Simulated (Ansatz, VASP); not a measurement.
## GaP in VASP and in Ansatz

```
Ga P
1.0
     0.00000    2.72525    2.72525
     2.72525    0.00000    2.72525
     2.72525    2.72525    0.00000
Ga P
1 1
Direct
  0.00000 0.00000 0.00000
  0.75000 0.75000 0.75000
```

Alike in both runs: task single point; functional PBE; k mesh 8 × 8 × 8; occupations gaussian, width 0.022 eV; no spin polarisation.

|  | VASP | Ansatz |
| --- | --- | --- |
| version | VASP 6.6.1 | Ansatz 0.2.0 |
| potentials or method | VASP PAW PBE potentials, release 64 (Ga_d, P), cutoff 520 eV | all-electron LAPW, scalar-relativistic |

```tsv
	VASP	Ansatz	Ansatz less VASP
gap on the k mesh at the Fermi level (eV)	1.64	1.64	+0.003
least direct gap on the mesh (eV)	1.83	1.83	+0.004
pressure (GPa)	2.5	2.5	0.00
```

Ansatz ran all-electron here, so the differences hold the error of VASP's frozen core and of both bases.

A k mesh can miss the band edges. Expect the measured gap to be larger: semilocal functionals such as PBE lack the derivative discontinuity.
